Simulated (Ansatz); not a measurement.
The system is Ga.

```
Ga
1.0
     2.26150   -3.83050    0.00000
     2.26150    3.83050    0.00000
     0.00000    0.00000    4.52400
Ga
4
Direct
  0.34510 0.65490 0.41900
  0.15490 0.84510 0.91900
  0.65490 0.34510 0.58100
  0.84510 0.15490 0.08100
```

Base run:

```yaml
Program: Ansatz 0.2.0
Functional: PBEsol
Potentials_or_basis: all-electron LAPW, scalar-relativistic
Cutoff: 311 eV
Density_cutoff: 1244 eV
Basis_error_allowed: 0.001 eV/atom
k_mesh: 7 × 7 × 6
Occupations: fermi-dirac, width 0.05 eV
Spin: no spin polarisation
```

Its results: pressure -1.6 GPa; largest force 0.123 eV/Å.

After a change of settings the same cell gave: pressure 1.9 GPa; largest force 0.104 eV/Å. Which change was it?
A. potentials or basis from all-electron LAPW, scalar-relativistic to all-electron LAPW, inner shells corrected to Dirac's equation; basis error allowed from 0.001 eV/atom to 0.002 eV/atom
B. functional from PBEsol to PBE; basis error allowed from 0.001 eV/atom to 0.002 eV/atom
C. basis error allowed from 0.001 eV/atom to 0.002 eV/atom
D. functional from PBEsol to LDA; basis error allowed from 0.001 eV/atom to 0.002 eV/atom

B.

Not every run made on this cell is shown here.
